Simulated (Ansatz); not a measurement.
A 15-atom cell of CdI2 (P-3m1) from a materials database, relaxed with r2SCAN+rVV10. The symmetry is P-3m1 (No. 164, trigonal); conventional cell a = 4.249 Å, c = 34.431 Å, 35.89 Å³ an atom. Cd has 6 I at 2.99–3.00 Å; Cd has 6 I at 3.00 Å; I has 3 Cd at 3.00 Å; I has 3 Cd at 2.99 Å.

```cif
data_structure
_symmetry_space_group_name_H-M 'P-3m1'
_symmetry_Int_Tables_number 164
_cell_length_a 4.2488
_cell_length_b 4.2488
_cell_length_c 34.4313
_cell_angle_alpha 90.000
_cell_angle_beta 90.000
_cell_angle_gamma 120.000
_cell_volume 538.28
loop_
_atom_site_label
_atom_site_type_symbol
_atom_site_symmetry_multiplicity
_atom_site_Wyckoff_symbol
_atom_site_fract_x
_atom_site_fract_y
_atom_site_fract_z
_atom_site_occupancy
Cd1 Cd 2 d 0.66667 0.33333 0.79997 1
Cd2 Cd 2 c 0.00000 0.00000 0.39998 1
Cd3 Cd 1 a 0.00000 0.00000 0.00000 1
I1 I 2 d 0.66667 0.33333 0.95009 1
I2 I 2 d 0.66667 0.33333 0.15011 1
I3 I 2 d 0.33333 0.66667 0.44989 1
I4 I 2 d 0.66667 0.33333 0.35007 1
I5 I 2 c 0.00000 0.00000 0.75007 1
```

3 runs of Ansatz 0.2.0 on this cell differ in the functional (and in the settings that go with it). Levels are in eV from each run's valence top; v1 is the last filled band, c1 the first empty one.

Run A, mean stress +0.8 GPa (compression positive):
```
point     v5     v3     v1    c1    c2    c3
    Γ  -0.10  -0.03  -0.03  3.07  3.47  3.47
    M  -0.40  -0.24  -0.15  2.72  2.75  2.91
    K  -0.68  -0.56  -0.36  3.30  3.46  3.50
    A  -0.06  -0.06  -0.02  3.18  3.19  3.79
```

Run B, mean stress +0.8 GPa (compression positive):
```
point     v5     v3     v1    c1    c2    c3
    Γ  -0.11  -0.04  -0.03  3.47  3.90  3.90
    M  -0.44  -0.26  -0.16  3.23  3.26  3.43
    K  -0.73  -0.60  -0.39  3.86  4.03  4.06
    A  -0.07  -0.07  -0.03  3.59  3.60  4.25
```

Run C, mean stress +0.7 GPa (compression positive):
```
point     v5     v3     v1    c1    c2    c3
    Γ  -0.11  -0.04  -0.04  4.13  4.57  4.57
    M  -0.46  -0.27  -0.16  3.91  3.95  4.11
    K  -0.74  -0.62  -0.40  4.56  4.73  4.77
    A  -0.07  -0.07  -0.03  4.25  4.26  4.93
```

Q: Match the runs to r2SCAN, HSE06, PBE0.

A: A is r2SCAN, B is HSE06, C is PBE0. In order of the gap: r2SCAN 2.71, HSE06 3.22, PBE0 3.90 eV.

The values are computed, spin-unpolarised, and not measurements.

Spin-orbit coupling is left out, which matters wherever the heavy atoms make up the band edges.

The stress of a hybrid is loosely converged in these runs.

The meshes of the hybrids are coarse, so their gaps aren't converged to the digits shown.
